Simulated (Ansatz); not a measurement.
# Au: the change of energy above lowest point and pressure with volume per atom

All results are calculated (Ansatz 0.2.0 development build). Equation of state of a cubic crystal from periodic Kohn-Sham density functional theory without spin; pressure corrected for the finite basis.

Cell of the first row (space group Im-3m, No. 229):
```
Au
1.0
     -1.6179     1.6179     1.6179
      1.6179    -1.6179     1.6179
      1.6179     1.6179    -1.6179
Au
1
Direct
  0.00000 0.00000 0.00000
```

Settings of every row: formula Au; structure type bcc; functional PBE; spin treatment none; k mesh 46x46x46; occupation method fermi-dirac; occupation width 0.061225619 eV; wave cutoff 420 eV; datasets soft-1 PAW; density cutoff ratio 4.

Limits: a cubic model structure, not a phase known at ambient conditions; no spin-orbit coupling, which can matter with elements this heavy.

| row | volume per atom (Å³) | energy above lowest point (meV/atom) | pressure (GPa) |
| --- | --- | --- | --- |
| 1 | 16.939 | 32.82 | 10.332 |
| 2 | 17.299 | 14.05 | 6.441 |
| 3 | 17.659 | 3.46 | 3.049 |
| 4 | 18.02 | 0 | 0.095 |
| 5 | 18.38 | 2.74 | -2.474 |
| 6 | 18.741 | ? | ? |
| 7 | 19.101 | 23.68 | -6.637 |

Question: what energy above lowest point and pressure should row 6 give?

Worked fit of energy above lowest point. Take u = (V_r/V)^(2/3) − 1 with V_r = 17.84 Å³ an atom, which is twice the finite (Eulerian) strain; such expansions in the strain, on which the Birch-Murnaghan equation of state is built, carry the rest volume and the bulk modulus. The shown rows have u = 0.03515, 0.02074, 0.00682, -0.00667, -0.01968, -0.04451. Least squares give energy above lowest point = 0.892 + 253.27 × u + 17999.4 × u² + 18128 × u³ meV/atom; a parabola predicts inner rows, each left out in turn, worse (root mean square 0.36 against 0.0031 meV/atom). All shown rows lie on it to the printed digit. Its lowest point lies at u = -0.0071, or V = 18.03 Å³ an atom, and the curvature there gives the bulk modulus at fixed shape and fractions, B = (4/9)(1 + u)² E″(u)/V = 137 GPa. The withheld row has u = -0.03231, so the fit gives 0.892 + 253.27 × (-0.03231) + 17999.4 × (-0.03231)² + 18128 × (-0.03231)³ = 10.89 meV/atom.

The calculation gave 10.88 meV/atom. The fit lies 0.01 meV/atom (0.03 % of the column's range) above it, one unit of the last digit.

Worked fit of pressure. Take u = (V_r/V)^(2/3) − 1 with V_r = 17.84 Å³ an atom, which is twice the finite (Eulerian) strain; such expansions in the strain, on which the Birch-Murnaghan equation of state is built, carry the rest volume and the bulk modulus. The shown rows have u = 0.03515, 0.02074, 0.00682, -0.00667, -0.01968, -0.04451. Least squares give pressure = 1.5158 + 219.122 × u + 860.15 × u² + 1179 × u³ GPa; a parabola predicts inner rows, each left out in turn, worse (root mean square 0.024 against 0.0037 GPa). The rows lie off it by 0.000, 0.000, -0.002, 0.003, -0.002, 0.000. The pressure vanishes at u = -0.0071, or V = 18.03 Å³ an atom, and there the bulk modulus at fixed shape and fractions is B = −V dP/dV = (2/3)(1 + u) dP/du = 137 GPa. The withheld row has u = -0.03231, so the fit gives 1.5158 + 219.122 × (-0.03231) + 860.15 × (-0.03231)² + 1179 × (-0.03231)³ = -4.706 GPa.

The calculation gave -4.706 GPa. The fit meets it to the printed digit.
